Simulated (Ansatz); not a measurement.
Input of an Ansatz 0.2.0 run:

Contents of input.yaml:

```yaml
crystal:
  lattice:
    - [-2.6975585167, 2.6975585167, 2.6975585167]
    - [2.6975585167, -2.6975585167, 2.6975585167]
    - [2.6975585167, 2.6975585167, -2.6975585167]
  atoms:
    - { symbol: K, position: [0.0, 0.0, 0.0] }
kpoints:
  mp_grid: { grid: [7, 7, 7] }
scf:
  occupations: { method: fermi_dirac, width: 0.05 }
hamiltonian:
  xc: pbesol
  pseudopotentials: { kind: all_electron, lapw: { basis_error: 0.001 } }
output:
  forces: true
  stress: true
  eigenvalues: true
  populations: true
```

Potentials or basis: all-electron LAPW, scalar-relativistic.

Command:

```console
$ ansatz run input.yaml --threads 1 --pin off --max-ram 3072MiB --backend cpu --events-out ev --progress --plain --runs-dir out
```

(1) Estimate the pressure.

(2) What does it give for the band gap on the k mesh?

## Answers

(1) -0.3 GPa.

(2) none (metal or under the smearing width).
